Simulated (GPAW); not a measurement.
CdS (Hawleyite), 2 atoms in the cell. Symmetry: F-43m, No. 216, cubic system. Conventional cell: a = 5.754 Å, b = 5.754 Å, c = 5.754 Å, α = 90.00°, β = 90.00°, γ = 90.00°. Around Cd (site symmetry -43m) lie 4 S at 2.49 Å. S (site symmetry -43m) is surrounded by 4 Cd at 2.49 Å. 

```yaml
Program: GPAW 26.7.0
Task: dielectric tensor
Functional: PBE
Potentials_or_basis: GPAW PAW data sets (gpaw-data 1.2.1)
Cutoff: 400 eV
Basis: pw
k_mesh: 6 × 6 × 6
Occupations: fermi-dirac, width 0.001 eV
Spin: no spin polarisation
Response_ecut: 80 eV
Maxiter: 150
Response_k_mesh: 20 × 20 × 20
Response_bands: 29
Kernels: "[\"RPA\"]"
Coarser_k_mesh: 20 × 20 × 20
```

Potentials or basis: GPAW PAW data sets (gpaw-data 1.2.1), pw.

Launch:

```console
$ OMP_NUM_THREADS=1 python run.py
```

Hardware: 1 thread of Intel(R) Xeon(R) Processor @ 2.50GHz (Skylake/Cascade Lake), on a shared host.

Q: How long does it take, and how much memory?

A: Run time: 3.8 min on 1 thread of Intel(R) Xeon(R) Processor @ 2.50GHz (Skylake/Cascade Lake), with other jobs on the host, peak memory 0.45 GiB. Counts: scf iterations 19, plane waves 893, bands 18, k points 16.
